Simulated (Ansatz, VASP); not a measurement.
# W in VASP and in Ansatz

INCAR

```
PREC     = Accurate       # precision mode
ENCUT    = 520            # plane-wave cutoff, eV
EDIFF    = 1E-6           # SCF threshold, eV
ISMEAR   = 0              # smearing method
SIGMA    = 0.019000000000000003 # smearing width, eV
LREAL    = F              # projectors in reciprocal space
LASPH    = T              # aspherical terms in the spheres
NELM     = 100            # most SCF steps
ALGO     = Normal         # electronic algorithm
ISIF     = 2              # what is computed and relaxed
LWAVE    = F              # write WAVECAR
LCHARG   = F              # write CHGCAR
GGA      = PE             # functional
NBANDS   = 13             # bands
```

Contents of KPOINTS:

```
Automatic mesh
0
Gamma
  12 12 12
```

The input POSCAR:

```
W
1.0
   -1.5823450000      1.5823450000      1.5823450000
    1.5823450000     -1.5823450000      1.5823450000
    1.5823450000      1.5823450000     -1.5823450000
W
1
Direct
    0.0000000000      0.0000000000      0.0000000000
```

File input.yaml:

```yaml
crystal:
  lattice:
    - [-1.582345, 1.582345, 1.582345]
    - [1.582345, -1.582345, 1.582345]
    - [1.582345, 1.582345, -1.582345]
  atoms:
    - { symbol: W, position: [0.0, 0.0, 0.0] }
kpoints:
  mp_grid: { grid: [12, 12, 12] }
scf:
  occupations: { method: gaussian, width: 0.019 }
hamiltonian:
  xc: pbe
  pseudopotentials: { kind: all_electron, lapw: { basis_error: 0.001 } }
output:
  forces: true
  stress: true
  eigenvalues: true
```

Alike in both runs: task single point; functional PBE; k mesh 12 × 12 × 12; occupations gaussian, width 0.019 eV; no spin polarisation.

```csv
,VASP,Ansatz
version,VASP 6.6.1,Ansatz 0.2.0
potentials or method,"VASP PAW PBE potentials, release 64 (W_sv)","all-electron LAPW, scalar-relativistic"
plane-wave cutoff (eV),520,see its input
```

Ansatz gave:

- gap on the k mesh at the Fermi level (eV): none
- pressure (GPa): 6.1

Question: Estimate VASP's values.

Answer: gap on the k mesh at the Fermi level (eV): none; pressure (GPa): 6.7.

A gap of «none» marks a metal or a gap that the smearing closes. Ansatz ran all-electron here, so the differences hold the error of VASP's frozen core and of both bases.

Spin-orbit coupling is left out, which matters for the levels of W.
